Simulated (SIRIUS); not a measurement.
Runs of SIRIUS 7.10.0 on Sn. The typed cell holds 2 atoms: a = 3.345 Å, b = 3.403 Å, c = 4.806 Å, α = 90.32°, β = 85.90°, γ = 86.75°. This isn't the form of Sn at room conditions, which is tetragonal (white tin).

| level | gap on the mesh (eV) | pressure (GPa) | largest force (eV/Å) |
| --- | --- | --- | --- |
| BLYP | none | 6.0 | 0.05 |
| APBE | none | 1.9 | 0.03 |
| RPBE | none | 2.2 | 0.03 |
| AM05 | none | (b) | 0.04 |
| revPBE | none | 1.9 | 0.03 |
| B86bPBE | none | 1.7 | 0.03 |
| GAM | none | 0.5 | 0.01 |
| PBEsol | none | (a) | 0.04 |

Alike in all rows: task single point; potentials or basis PseudoDojo 0.4.1 PBE standard (scalar relativistic); no spin polarisation; cell all atoms moved at random; k mesh 4 × 4 × 3; cutoff (eV) 983; smearing fermi-dirac 0.05 eV; the mesh is coarse, so values aren't converged.

Task: Estimate the missing entries.

Result: (a) -1.7; (b) -2.0.

Caveats: all runs use coarse meshes; the potentials were made for another functional, which shifts forces and pressure.

A k mesh can miss the band edges, and the runs leave out spin-orbit coupling on Sn.

A gap of «none» marks a metal or a gap under the smearing width.

Runs at the PBE level aren't shown here.
